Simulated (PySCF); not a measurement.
# How well do the runs reproduce experiment for C7H6O?

**Experimental background.**

From NIST CCCBDB Release 22 (SRD 101), experimental dipoles, for the gas: dipole moment 3.14 D.

The runs below try to reproduce these values; the comparison stands at the end.

Species: C₇H₆O.
SMILES with atom numbers: `[O:1]=[CH:2][c:3]1[cH:4][cH:5][cH:6][cH:7][cH:8]1` (hydrogens: H9 on C2; H10 on C4; H11 on C5; H12 on C6; H13 on C7; H14 on C8)

Cartesian coordinates in Å at the GFN2-xTB level; atoms count from 1:
```
atom  x, y, z in Å
O1     2.8386   -1.4484   -0.1452
C2     2.2937   -0.3800   -0.2573
C3     0.8552   -0.1385   -0.0971
C4     0.3305    1.1441   -0.2522
C5    -1.0258    1.3594   -0.0998
C6    -1.8664    0.3003    0.2082
C7    -1.3521   -0.9782    0.3640
C8     0.0023   -1.1992    0.2127
H9     2.8740    0.5336   -0.5019
H10    0.9916    1.9649   -0.4922
H11   -1.4327    2.3524   -0.2201
H12   -2.9259    0.4726    0.3265
H13   -2.0117   -1.7987    0.6034
H14    0.4281   -2.1848    0.3288
```

The PySCF runs (gas phase, on this GFN2-xTB geometry; no spin–orbit coupling):

```csv
level,job,basis functions,wall time
PBE0/pcSseg-1,"shieldings, ring-centre shieldings, charges and field gradients",166,18 s
```

Hardware: one thread, Arm Neoverse V1, on a shared host.

Results beside the measurements:

**Dipole moment.** Measured: 3.14 D (NIST CCCBDB Release 22 (SRD 101), experimental dipoles).

| level | computed (D) | computed − measured (D) | % (from the printed values) |
| --- | --- | --- | --- |
| PBE0/pcSseg-1 | 3.38 | +0.24 | +8 |

The computed dipoles belong to one fixed geometry; measured ones are averaged over vibrations unless marked μe. Magnitudes are compared, not signs.

The geometry is computed, not the measured one. Where a level misses, the cause wasn't examined.
